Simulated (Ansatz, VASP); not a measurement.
**One calculation of Pb, two programs**

```xyz
1
Lattice="0.0000 2.4750 2.4750 2.4750 0.0000 2.4750 2.4750 2.4750 0.0000" Properties=species:S:1:pos:R:3 pbc="T T T"
Pb    0.0000    0.0000    0.0000
```

Alike in both runs: task single point; functional PBE; k mesh 9 × 9 × 9; occupations gaussian, width 0.013 eV; no spin polarisation.

```csv
,VASP,Ansatz
version,VASP 6.6.1,Ansatz 0.2.0
potentials or method,"VASP PAW PBE potentials, release 64 (Pb_d)",Ansatz PAW
plane-wave cutoff (eV),520,420
valence electrons in the cell,14,14
```

```tsv
	VASP	Ansatz	Ansatz less VASP
gap on the k mesh at the Fermi level (eV)	none	none	-
pressure (GPa)	2.2	2.2	+0.07
```

A gap of «none» marks a metal or a gap that the smearing closes.

The runs have no spin-orbit coupling, so splittings on Pb are missing.
